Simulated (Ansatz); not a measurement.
# Defect calculation, host Si

Theory: Ansatz, DFT PBE, scalar-relativistic, plane waves, PAW. Settings: 420 eV cutoff, 3×3×3 k-mesh, Gaussian smearing of 0.01 eV, collinear spin in charge +1, -1 alone.

Host crystal, relaxed:

```
CELL_PARAMETERS angstrom
0.00000 2.73505 2.73505
2.73505 0.00000 2.73505
2.73505 2.73505 0.00000
ATOMIC_POSITIONS crystal
Si 0.25000 0.25000 0.25000
Si 0.00000 0.00000 0.00000
```

Supercell of 8 atoms, rows in host cell vectors: -1 1 -1; -1 -1 1; -1 1 1. Atoms relax at the host's cell, keeping the symmetry that the supercell leaves at the site. The cell is small, so energies carry finite-size errors of tenths of an eV. The host's Kohn–Sham gap is 0.61 eV. Atoms are taken from and returned to the elements' standard states. Charged cells are corrected for image charges with the computed static dielectric tensor (mean 13.0) and aligned with the host's potential at far atoms (alignment terms reach 1.81 eV; the program doubts the alignment in some charges, where it is up to 1.81 eV). No band-filling term is added, and the Fermi level counts from the host's valence band top.

Spin-orbit coupling is left out, which matters for the bands and energies of heavy elements.

The defect is a foreign atom on a Si site at (0.250, 0.250, 0.250) of the host cell.

```tsv
charge	E_f at the valence band top (eV)	over the neutral state (eV)	moment (μB)	largest move (Å)	atoms near the site
+1	3.04	0.26	0.11	0.19	4 Si at 2.56 Å
0	2.79	0.00	0.00	0.16	4 Si at 2.53 Å
-1	3.66	0.87	0.41	0.14	4 Si at 2.51 Å
```

Among the charges computed the stable one is 0 at the valence band top and stays so across the gap. In charge +1, -1 the extra carrier would gain by moving to a band edge of the host, so it isn't bound in the gap, though by less than the errors named above. In charge +1, 0, -1 the cell has partly filled bands: a level of the defect may be part filled, the carrier may sit in the host's bands, or levels may cross between the k points, so transitions that involve it are doubtful. Fractional moments come from partly filled bands of the small cell.

**Question.** Which element is it? Judge by the nearest distance in charge 0 and covalent radii.
A. K
B. O
C. Cs
D. Hf
E. Sr

**Answer.** D. The nearest neighbour is Si at 2.53 Å, and the summed covalent radii with Si are 3.55 Å for Cs, 2.86 Å for Hf, 3.14 Å for K, 1.77 Å for O, 3.06 Å for Sr, so Hf fits best. Bonds can miss such sums by a tenth of an ångström or more.

Cost: 4 runs of about 0.82 core-minutes in all, on Intel Xeon 6975P-C (Granite Rapids) (shared hosts).